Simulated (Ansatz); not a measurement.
Crystal: Pd.

```
CELL_PARAMETERS angstrom
2.78367 0.00000 0.00000
-1.39183 2.41072 0.00000
0.00000 0.00000 4.62889
ATOMIC_POSITIONS crystal
Pd 0.33333 0.66667 0.25000
Pd 0.66667 0.33333 0.75000
```

This isn't the form of Pd at room conditions, which is fcc.

* Program: Ansatz 0.2.0
* Task: single point
* Functional: PBE
* Potentials or basis: all-electron LAPW, scalar-relativistic
* Cutoff: 260 eV (chosen from the basis error)
* Basis error allowed: 0.001 eV/atom
* k mesh: 11 × 11 × 6
* Occupations: fermi-dirac, width 0.05 eV
* Spin: no spin polarisation

On this cell: pressure -1.5 GPa; largest force under 0.003 eV/Å; band gap on the k mesh none (metal or under the smearing width).

The same run follows on a disturbed copy (atoms moved at random, drawn with an rms of 0.05 Å):

```xyz
2
Lattice="2.7837 0.0000 0.0000 -1.3918 2.4107 0.0000 0.0000 0.0000 4.6289" Properties=species:S:1:pos:R:3 pbc="T T T"
Pd   -0.0483    1.6675    1.1155
Pd    1.3843    0.8293    3.5121
```

Problem. What does the disturbed cell give?

Solution. The energy (extrapolated to zero smearing) moves by +14.4 meV/atom; pressure -0.8 GPa; largest force 0.674 eV/Å; band gap on the k mesh none (metal or under the smearing width).

Forces on the atoms (eV/Å):
```
Pd   0.033 -0.033  0.672
Pd  -0.033  0.033 -0.672
```

Stress tensor (GPa, compression positive):
```
-1.38  0.42  0.16
 0.42 -0.63 -0.15
 0.16 -0.15 -0.29
```
